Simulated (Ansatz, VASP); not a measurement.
**P: VASP beside Ansatz**

Contents of INCAR:

```
PREC     = Accurate       # precision mode
ENCUT    = 520            # plane-wave cutoff, eV
EDIFF    = 1E-7           # SCF threshold, eV
ISMEAR   = -1             # smearing method
SIGMA    = 0.03           # smearing width, eV
LREAL    = F              # projectors in reciprocal space
LASPH    = T              # aspherical terms in the spheres
NELM     = 100            # most SCF steps
ALGO     = Normal         # electronic algorithm
ISIF     = 2              # what is computed and relaxed
LWAVE    = F              # write WAVECAR
LCHARG   = T              # write CHGCAR
GGA      = PE             # functional
LELF     = T              # ELF
LVHAR    = T            
NBANDS   = 12             # bands
```

Contents of KPOINTS:

```
Automatic mesh
0
Gamma
  5 5 5
```

File POSCAR:

```
P
1.0
    1.7257251780      0.9963478961      3.1296800121
   -1.7257251780      0.9963478961      3.1296800121
    0.0000000000     -1.9926957921      3.1296800121
P
2
Direct
    0.7729197500      0.7729197500      0.7729197500
    0.2270802500      0.2270802500      0.2270802500
```

Contents of input.yaml:

```yaml
crystal:
  lattice:
    - [1.725725178, 0.9963478961, 3.1296800121]
    - [-1.725725178, 0.9963478961, 3.1296800121]
    - [0.0, -1.9926957921, 3.1296800121]
  atoms:
    - { symbol: P, position: [0.77291975, 0.77291975, 0.77291975] }
    - { symbol: P, position: [0.22708025, 0.22708025, 0.22708025] }
kpoints:
  mp_grid: { grid: [5, 5, 5] }
scf:
  occupations: { method: fermi_dirac, width: 0.03 }
hamiltonian:
  xc: pbe
  pseudopotentials: { kind: all_electron, lapw: { basis_error: 0.003 } }
output:
  forces: true
  stress: true
  eigenvalues: true
```

This isn't the form of P at room conditions, which is orthorhombic.

Alike in both runs: task single point; functional PBE; k mesh 5 × 5 × 5; occupations fermi-dirac, width 0.03 eV; no spin polarisation.

|  | VASP | Ansatz |
| --- | --- | --- |
| version | VASP 6.6.1 | Ansatz 0.2.0 |
| potentials or method | VASP PAW PBE potentials, release 64 (P) | all-electron LAPW, scalar-relativistic |
| plane-wave cutoff (eV) | 520 | see its input |

```csv
,VASP,Ansatz,Ansatz less VASP
gap on the k mesh at the Fermi level (eV),none,none,-
pressure (GPa),1.9,2.2,+0.34
largest component of the traceless stress (GPa),0.93,1.04,+0.110
rms of the force components (eV/Å),0.029,0.051,+0.0225
```

Atom by atom the forces differ by 0.023 eV/Å (rms over components). A gap of «none» marks a metal or a gap that the smearing closes. Ansatz ran all-electron here, so the differences hold the error of VASP's frozen core and of both bases.

Caveats: the k mesh is coarse (spacing up to 0.44 Å⁻¹), so the values aren't converged.
